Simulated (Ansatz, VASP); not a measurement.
# Zn3N4: VASP beside Ansatz

```
CELL_PARAMETERS angstrom
4.20510 0.00000 0.00000
0.00000 4.20510 0.00000
0.00000 0.00000 4.20510
ATOMIC_POSITIONS crystal
Zn 0.50000 0.50000 0.00000
Zn 0.00000 0.50000 0.50000
Zn 0.50000 0.00000 0.50000
N 0.50000 0.50000 0.50000
N 0.50000 0.00000 0.00000
N 0.00000 0.50000 0.00000
N 0.00000 0.00000 0.50000
```

Change from the starting cell: species swapped into the W3N4 type (Pm-3m, No. 221).

Alike in both runs: functional PBE; k mesh 10 × 10 × 10; occupations gaussian, width 0.1 eV; no spin polarisation.

Ansatz relaxed the structure, and its values are those at the end. VASP's run is a single point on that final structure, the one shown.

|  | VASP | Ansatz |
| --- | --- | --- |
| version | VASP 6.6.1 | Ansatz 0.2.0 |
| potentials or method | VASP PAW PBE potentials, release 64 (Zn, N) | scalar-relativistic, plane waves, PAW |
| plane-wave cutoff (eV) | 520 | 420 |
| valence electrons in the cell | 56 | 56 |

Ansatz gave:

```
gap on the k mesh at the Fermi level (eV) : none
pressure (GPa)                            : 0.0
```

Question: Which values does VASP return?

Answer: gap on the k mesh at the Fermi level (eV): none; pressure (GPa): 0.9.

A gap of «none» marks a metal or a gap that the smearing closes.
